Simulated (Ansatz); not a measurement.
**NaI: where the heat goes in a short trajectory**

These are results of Ansatz, DFT PBE+D3(BJ), scalar-relativistic, plane waves, PAW, not measurements. Cutoff 420 eV, Γ-centred 1×1×1 k-points, Fermi–Dirac smearing of 0.069 eV. The mesh is coarse. No spin polarisation.

16 atoms start on the lattice sites below (V = 669.4 Å³, 1.02 times the source cell's; static pressure 0.04 GPa, largest force component 0.07 eV/Å) with velocities drawn for 800 K; Nosé–Hoover thermostat aiming at the same temperature, fixed cell, 78 steps of 1.5 fs.

```yaml
crystal:
  lattice:
    - [8.91672, 0.00000, 0.00000]
    - [0.00000, 8.91672, 0.00000]
    - [-2.22918, -2.22918, 8.41916]
  atoms:
    - { symbol: Na, position: [0.37500, 0.12500, 0.50000] }
    - { symbol: Na, position: [0.87500, 0.12500, 0.50000] }
    - { symbol: Na, position: [0.37500, 0.62500, 0.50000] }
    - { symbol: Na, position: [0.87500, 0.62500, 0.50000] }
    - { symbol: Na, position: [0.25000, 0.25000, 0.00000] }
    - { symbol: Na, position: [0.75000, 0.25000, 0.00000] }
    - { symbol: Na, position: [0.25000, 0.75000, 0.00000] }
    - { symbol: Na, position: [0.75000, 0.75000, 0.00000] }
    - { symbol: I, position: [0.12500, 0.37500, 0.50000] }
    - { symbol: I, position: [0.62500, 0.37500, 0.50000] }
    - { symbol: I, position: [0.12500, 0.87500, 0.50000] }
    - { symbol: I, position: [0.62500, 0.87500, 0.50000] }
    - { symbol: I, position: [0.00000, 0.00000, 0.00000] }
    - { symbol: I, position: [0.50000, 0.00000, 0.00000] }
    - { symbol: I, position: [0.00000, 0.50000, 0.00000] }
    - { symbol: I, position: [0.50000, 0.50000, 0.00000] }
```

```
t (fs) T (K) kinetic energy (meV/atom) potential energy over the first frame (meV/atom) P with the kinetic part (GPa)
   0.0    800                       96.9                                               0.0                           0.31
   7.5    791                       95.8                                               1.1                           0.32
  15.0    760                       92.1                                               4.9                           0.36
  22.5    708                       85.9                                              11.2                           0.43
  30.0    644                       78.0                                              19.2                           0.51
  37.5    580                       70.3                                              27.2                           0.58
  45.0    537                       65.1                                              32.9                           0.62
  52.5    529                       64.2                                              34.6                           0.61
  60.0    559                       67.7                                              32.1                           0.57
  67.5    614                       74.4                                              26.9                           0.48
  75.0    677                       82.1                                              21.0                           0.39
  82.5    736                       89.2                                              16.2                           0.30
  90.0    780                       94.5                                              13.5                           0.24
  97.5    808                       97.9                                              13.1                           0.21
 105.0    824                       99.8                                              14.4                           0.20
 112.5    841                      101.9                                              15.6                           0.21
```

T counts 3N − 3 degrees of freedom. Means over every step of the second half, not only the rows shown: T = 738 K, kinetic energy 89.4 meV/atom, potential energy 18.7 meV/atom, P = 0.32 GPa.

Problem. Does the potential energy follow equipartition for harmonic vibrations?

Solution. In a harmonic crystal each vibration holds as much potential as kinetic energy on average, here 89.4 meV/atom. The run has 18.7, a ratio of 0.21. The deficit can mean that slow modes haven't yet taken up their share, that the thermostat is still feeding kinetic energy, or that the atoms found a lower arrangement than the start. So short a run gives a rough mean.

Problem. Split the rise of pressure into the kinetic part and the rest. Can a thermal Grüneisen parameter be estimated?

Solution. The program counts the kinetic part as N k_B T/V = 0.24 GPa. The pressure lies 0.27 GPa over the static one in all, so the forces add 0.03 GPa. The potential energy lies far under its harmonic share, so slow or unstable modes may dominate and no γ is drawn.